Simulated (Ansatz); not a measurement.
Consider BaSnO3 in the cubic perovskite structure (space group Pm-3m, No. 221; a = 4.1216 Å). Axes: x, y, z lie along the cube axes.

The change: a pure shear with ε_xz = ε_zx = -0.0330; the atoms relax in the strained cell.

Levels (all Ansatz, a program for electronic structure, PAW, earlier PAW set): PBEsol (420 eV, no SOC); r2SCAN (500 eV, no SOC).

The geometry is relaxed with PBEsol.

- PBEsol pressure: 0.34 GPa
- PBEsol smallest direct gap: 1.06 eV
- PBEsol lowest conduction level above the VBM at special points: Γ 0.72 eV; T 4.59 eV; A₀ 4.62 eV; E₀ 4.62 eV

Q: Predict the pressure, smallest direct gap and lowest conduction level above the VBM at special points from r2SCAN.

A: The pressure rises by 1.05 GPa to 1.39 GPa; the smallest direct gap goes up by 0.798 eV (1.06 eV → 1.85 eV); the lowest conduction level above the VBM at special points becomes Γ 1.52 eV; T 5.39 eV; A₀ 5.42 eV; E₀ 5.42 eV (PBEsol: Γ 0.72 eV; T 4.59 eV; A₀ 4.62 eV; E₀ 4.62 eV).

Single points use the geometry relaxed with PBEsol. Their cutoffs differ, which shifts pressures a little. No phonon test of stability was made. Labels are those of the standard path for the cell's own space group.
